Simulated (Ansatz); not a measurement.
**A strain series on CaSe (rocksalt): epitaxial in the plane normal to [111]**

CaSe built on the rocksalt prototype, relaxed with r2SCAN in the plane-wave code Ansatz, then strained (epitaxial in the plane normal to [111]; changes of length per length, axes as in the cell below) with the atoms relaxed again within the symmetry that is left. The symmetry is Fm-3m (No. 225, cubic); conventional cell a = 5.935 Å, 26.13 Å³ an atom. Around Ca lie 6 Se at 2.97 Å; around Se lie 6 Ca at 2.97 Å. No spin polarisation and no zero-point or thermal motion.

```
CELL_PARAMETERS angstrom
0.00000 2.96754 2.96754
2.96754 0.00000 2.96754
2.96754 2.96754 0.00000
ATOMIC_POSITIONS crystal
Ca 0.00000 0.00000 0.00000
Se 0.50000 0.50000 0.50000
```

Gaps are the least over each mesh (PBE 8×8×8, r2SCAN 8×8×8, HSE06 6×6×6 when unstrained) and the special points, which keep their unstrained names; stress is the change from the unstrained cell, compression positive.

```
strain (%)  free normal strain (%)  gap, PBE (eV)  gap, r2SCAN (eV)  gap, HSE06 (eV)  edges, HSE06  in-plane stress, r2SCAN (GPa)  energy rise, r2SCAN (meV/atom)
       0.0                    0.00          2.057             2.518            2.999         Γ → X                           0.00                             0.0
      +3.0                   -2.12          1.953             2.406            2.890         Γ → X                          -2.76                            14.1
     +3.13                   -2.21          1.949             2.401            2.886         Γ → X                          -2.86                            15.3
     +4.25                   -3.02          1.909             2.359            2.844         Γ → X                          -3.75                            27.6
      +5.0                   -3.57          1.882             2.330            2.815         Γ → X                          -4.31                            37.6
```

Spin-orbit coupling is left out.

The meshes of the hybrids are coarse, so their gaps aren't converged to the digits shown.
